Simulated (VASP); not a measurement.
# Ga (C2/c) in VASP: a series of runs

The runs below take Ga through single point, with PBE.

All numbers are computed with VASP 6.6.1; they aren't measurements. Logs are shortened: lines on timing, memory, paths and dates and some standing lists are left out, and cuts for length are marked.

## (1) The structure

Symmetry: C2/c, No. 15, monoclinic system. The conventional cell has a = 2.766 Å, b = 8.053 Å, c = 3.332 Å, α = 90.00°, β = 92.02°, γ = 90.00°. Ga (site symmetry 2) has 8 Ga at 2.69 to 2.92 Å as nearest neighbours.

This isn't the form of Ga at room conditions, which is orthorhombic.

## (2) Single point, PBE

Contents of INCAR:

```
PREC = Accurate
ENCUT = 350
EDIFF = 1E-6
ISMEAR = 0
SIGMA = 0.15
LREAL = False
LASPH = True
NELM = 100
ALGO = Normal
ISIF = 2
LWAVE = False
LCHARG = False
GGA = PE
NBANDS = 20
ADDGRID = False
```

Contents of KPOINTS:

```
regular mesh
0
Gamma
  6 6 5
```

Contents of POSCAR:

```
Ga
1.0
    1.3830000000     -4.0265000000      0.0000000000
    1.3830000000      4.0265000000      0.0000000000
   -0.1174474948      0.0000000000      3.3299294416
Ga
2
Direct
    0.0863460000      0.8268100000      0.7848140000
    0.8777350000      0.1376800000      0.2531650000
```

Potentials or basis: VASP PAW PBE potentials, release 64 (Ga_d).

Launch:

```bash
$ cat potpaw_PBE.64/Ga_d/POTCAR > POTCAR
$ mpirun -np 1 vasp_std > vasp.out
```

OUTCAR:

```text
PREC = Accurate
   ENCUT = 350
   EDIFF = 1E-6
   ISMEAR = 0
   LREAL = False
   LASPH = True
   NELM = 100
   ISIF = 2
   GGA = PE

 Found     92 irreducible k-points:

 Following reciprocal coordinates:
            Coordinates               Weight
  0.000000  0.000000  0.000000      1.000000
  0.166667  0.000000  0.000000      2.000000
 -0.000000 -0.166667  0.000000      2.000000
  0.333333  0.000000  0.000000      2.000000
 -0.000000 -0.333333 -0.000000      2.000000
  0.500000 -0.000000  0.000000      1.000000
   k-points           NKPTS =     92   k-points in BZ     NKDIM =     92   number of bands    NBANDS=     20
   number of dos      NEDOS =    301   number of ions     NIONS =      2
   total plane-waves  NPLWV =  15680
   dimension x,y,z NGX =    28 NGY =   28 NGZ =   20
   dimension x,y,z NGXF=    56 NGYF=   56 NGZF=   40
   ions per type =               2
   NGX,Y,Z   is equivalent  to a cutoff of  10.93, 10.93,  9.98 a.u.
   NGXF,Y,Z  is equivalent  to a cutoff of  21.87, 21.87, 19.96 a.u.
 SYSTEM =  unknown system
   PREC   = accura    normal or accurate (medium, high low for compatibility)
   ISTART =      0    job   : 0-new  1-cont  2-samecut
   ICHARG =      2    charge: 1-file 2-atom 10-const
   ISPIN  =      1    spin polarized calculation?
   LNONCOLLINEAR =      F non collinear calculations
   LSORBIT =      F    spin-orbit coupling
   LASPH  =      T    aspherical Exc in radial PAW
   ENCUT  =  350.0 eV  25.72 Ry    5.07 a.u.   6.49  6.49  5.08*2*pi/ulx,y,z
   NELM   =    100;   NELMIN=  2; NELMDL= -5     # of ELM steps
   EDIFF  = 0.1E-05   stopping-criterion for ELM
[... 8 lines left out ...]
   TEBEG  =    0.0;   TEEND  =   0.0 temperature during run
   PSTRESS=    0.0 pullay stress
   NELECT =      26.0000    total number of electrons
   NUPDOWN=      -1.0000    fix difference up-down
   EMIN   =  10.00;   EMAX   =-10.00  energy-range for DOS
   EFERMI =   0.00;   METHOD = LEGACY
   ISMEAR =     0;   SIGMA  =   0.15  broadening in eV -4-tet -1-fermi 0-gaus
   EFERMI_NEDOS =   21; number of points for ismear=-14 and -15
   IALGO  =     38    algorithm
   IMIX   =      4    mixing-type and parameters
     AMIX     =   0.40;   BMIX     =  1.00
     AMIX_MAG =   1.60;   BMIX_MAG =  1.00
  volume/ion in A,a.u.               =      18.54       125.14
  Fermi-wavevector in a.u.,A,eV,Ry     =   1.454323  2.748273 28.777089  2.115056
  Thomas-Fermi vector in A             =   2.571487
   LORBIT       =      0    0 simple, 1 ext, 2 COOP (PROOUT), +10 PAW based schemes
   GGA     = PE    functional components
   LHFCALC =     F    Hartree Fock is set to
   AEXX    =    0.0000 exact exchange contribution
   IVDW    =     0    specifies the selected vdW correction
   LEPSILON=     F    determine dielectric tensor
   LRPA    =     F    only Hartree local field effects (RPA)
 non-spin polarized calculation
 Gauss-broadening in eV      SIGMA  =   0.15
  energy-cutoff  :      350.00
  volume of cell :       37.09
 maximum number of plane-waves:       558
 NGX is ok and might be reduce to    28
   NGX = 13   NGY = 13   NGZ = 11

 number of electron      25.9999981 magnetization

 Free energy of the ion-electron system (eV)
  ---------------------------------------------------
  ext. energy  EPLUGINS =         0.00000000
  ---------------------------------------------------
  free energy    TOTEN  =        -5.72154683 eV

  energy without entropy =       -5.70916829  energy(sigma->0) =       -5.71535756

 E-fermi :   5.6044     XC(G=0): -11.0555

 val. band max:        5.6017690098   @ k =   0.3333   0.0000   0.4000
 cond. band min:       5.6757164206   @ k =   0.5000  -0.0000   0.0000
 fundamental gap:      0.0739474108
 Fermi energy:         5.6044214787

 k-point     1 :       0.0000    0.0000    0.0000
  band No.  band energies     occupation
      1      -9.5230      2.00000
      2      -9.4935      2.00000
      3      -9.4516      2.00000
      4      -9.4326      2.00000
      5      -9.1750      2.00000
      6      -9.1540      2.00000
[... 12 lines left out ...]
     19      16.5338      0.00000
     20      18.7233      0.00000

 k-point     2 :       0.1667    0.0000    0.0000
  band No.  band energies     occupation
      1      -9.5030      2.00000
      2      -9.4611      2.00000
      3      -9.4045      2.00000
      4      -9.3362      2.00000
      5      -9.2159      2.00000
      6      -9.2057      2.00000
[... 12 lines left out ...]
     19      16.8438      0.00000
     20      20.2851      0.00000

 k-point     3 :      -0.0000   -0.1667    0.0000
  band No.  band energies     occupation
      1      -9.4934      2.00000
      2      -9.4541      2.00000
      3      -9.3963      2.00000
      4      -9.3372      2.00000
      5      -9.2140      2.00000
      6      -9.2024      2.00000
[... 12 lines left out ...]
     19      16.9241      0.00000
     20      20.3335      0.00000

 k-point     4 :       0.3333    0.0000    0.0000
  band No.  band energies     occupation
      1      -9.4750      2.00000
      2      -9.4168      2.00000
      3      -9.3472      2.00000
      4      -9.3424      2.00000
      5      -9.3075      2.00000
      6      -9.1969      2.00000
[... 12 lines left out ...]
     19      17.2039      0.00000
     20      18.5637      0.00000

 k-point     5 :      -0.0000   -0.3333   -0.0000
  band No.  band energies     occupation
      1      -9.4364      2.00000
      2      -9.3946      2.00000
      3      -9.3383      2.00000
      4      -9.3043      2.00000
      5      -9.2754      2.00000
      6      -9.2152      2.00000
[... 12 lines left out ...]
     19      17.2232      0.00000
     20      18.6561      0.00000

 k-point     6 :       0.5000   -0.0000    0.0000
  band No.  band energies     occupation
      1      -9.4662      2.00000
      2      -9.4309      2.00000
      3      -9.3813      2.00000
      4      -9.3424      2.00000
      5      -9.3354      2.00000
      6      -9.2139      2.00000
[... 12 lines left out ...]
     19      16.3751      0.00000
     20      17.1156      0.00000

 [... further k-points ...]

------------------------ aborting loop because EDIFF is reached ----------------------------------------

  FORCE on cell =-STRESS in cart. coord.  units (eV):
  Direction    XX          YY          ZZ          XY          YZ          ZX
  --------------------------------------------------------------------------------------
  -------------------------------------------------------------------------------------
  Total        0.9209262      0.1163163      0.2106467      0.0122990      0.1072060      0.1350101
  in kB       39.7851058      5.0250042      9.1001872      0.5313314      4.6314260      5.8325961
  external PRESSURE =      17.9700991 kB  Pullay stress =       0.0000000 kB

 VOLUME and BASIS-vectors are now :
 -----------------------------------------------------------------------------
  energy-cutoff  :      350.00
  volume of cell :       37.09
      direct lattice vectors                 reciprocal lattice vectors
     1.383000000 -4.026500000  0.000000000     0.361532899 -0.124177325  0.012751361
     1.383000000  4.026500000  0.000000000     0.361532899  0.124177325  0.012751361
    -0.117447495  0.000000000  3.329929442     0.000000000  0.000000000  0.300306663

 POSITION                                       TOTAL-FORCE (eV/Angst)
 -----------------------------------------------------------------------------------
      1.17072      2.98148      2.61338        -0.000516     -0.232919     -0.190812
      1.37459     -2.97983      0.84302         0.000516      0.232919      0.190812
 -----------------------------------------------------------------------------------
    total drift:                               -0.000054     -0.000006     -0.000641

  FREE ENERGIE OF THE ION-ELECTRON SYSTEM (eV)
  ---------------------------------------------------
  free  energy   TOTEN  =        -5.7215468268 eV

  energy  without entropy=       -5.7091682863  energy(sigma->0) =       -5.71535756
```

Wall time 35 s (1 thread of Intel Xeon Platinum 8259CL at 2.50GHz (Skylake/Cascade Lake), shared host); peak memory 0.15 GiB.

These settings aren't checked as converged: the numbers below hold their error.

Results:

- Free energy: -5.7215 eV
- Pressure: 1.8 GPa
- Largest force: 0.301 eV/Å
- Band gap on the k mesh: none (metal or under the smearing width)

Caveat: the k mesh is coarse (spacing up to 0.40 Å⁻¹), so the values aren't converged; the cutoff is under 1.25 times the usual one of these potentials, so pressure, stress and relaxed cells hold a basis-set (Pulay) error.

## (3) Single point, PBE

Edit INCAR of step 2 so:

```diff
@@ -1,3 +1,3 @@
 PREC = Accurate
-ENCUT = 350
+ENCUT = 400
 EDIFF = 1E-6
```

KPOINTS is that of step 2.

Contents of POSCAR:

```
Ga
1.0
    1.3830000000     -4.0265000000      0.0000000000
    1.3830000000      4.0265000000      0.0000000000
   -0.1174474948      0.0000000000      3.3299294416
Ga
2
Direct
    0.1310000000      0.8690000000      0.7500000000
    0.8690000000      0.1310000000      0.2500000000
```

Potentials or basis: VASP PAW PBE potentials, release 64 (Ga_d).

Launch:

```bash
$ cat potpaw_PBE.64/Ga_d/POTCAR > POTCAR
$ mpirun -np 1 vasp_std > vasp.out
```

Run time: 24 s. Hardware: 1 thread of Intel Xeon Platinum 8259CL at 2.50GHz (Skylake/Cascade Lake), shared host; peak memory 0.16 GiB.

These settings aren't checked as converged: the numbers below hold their error.

What came out:

```yaml
Free_energy: -5.7341 eV
Pressure: 1.5 GPa
Largest_force: 0.179 eV/Å
Band_gap_on_the_k_mesh: none (metal or under the smearing width)
```

Caveat: the k mesh is coarse (spacing up to 0.40 Å⁻¹), so the values aren't converged.

## (4) The reference run

An earlier run on the cell as given: functional PBE; potentials or basis VASP PAW PBE potentials, release 64 (Ga_d); cutoff 520 eV; k mesh 10 × 10 × 8; occupations fermi-dirac, width 0.05 eV; no spin polarisation.

* Pressure: 1.8 GPa
* Largest force: 0.203 eV/Å
* Band gap on the k mesh: none (metal or under the smearing width)
